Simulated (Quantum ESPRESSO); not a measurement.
CaO:

```
Ca O
1.0
     0.00000    2.40356    2.40356
     2.40356    0.00000    2.40356
     2.40356    2.40356    0.00000
Ca O
1 1
Direct
  0.00000 0.00000 0.00000
  0.50000 0.50000 0.50000
```

The cell is a database's computed one.

```yaml
Program: Quantum ESPRESSO 7.5
Task: phonons and Raman activities
Functional: PBEsol
Potentials_or_basis: GBRV 1.5 PBEsol
Cutoff: 612 eV
Density_cutoff: 4898 eV
k_mesh: 6 × 6 × 6, shifted
Occupations: fermi-dirac, width 0.05 eV
Spin: no spin polarisation
Mixing_beta: 0.5
Most_SCF_iterations: 120
SCF_threshold: 4e-10 Ry
```

The cell and the atoms were relaxed first, to 13.54 Å³/atom (a = 3.371 Å, b = 3.371 Å, c = 3.371 Å, α = 60.00°, β = 60.00°, γ = 60.00°), and the response was taken there.

The first run showed a gap, so the response started from a second, tighter run with fixed occupations.

Problem. Where do the zone-centre optical modes lie?

Solution. T1u at 274 cm⁻¹ (IR). Polar modes are given without the macroscopic field (transverse values).

Optical modes at Γ, degenerate ones joined, polar ones without the macroscopic field:
```
cm⁻¹  components  symmetry  active in  IR intensity, summed ((D/Å)²/amu)
 274           3       T1u         IR                              33.78
```

Non-resonant Raman activities from finite differences of the dielectric tensor, degenerate modes summed:
| cm⁻¹ | modes | symmetry | activity (Å⁴/amu) |
| --- | --- | --- | --- |
| 274 | 3 | T1u | 0.0 |

Zone-centre frequencies without and with the macroscopic field along z (cm⁻¹):
```csv
,optical modes in rising order
without,274 274 274
with the field,274 274 553
```
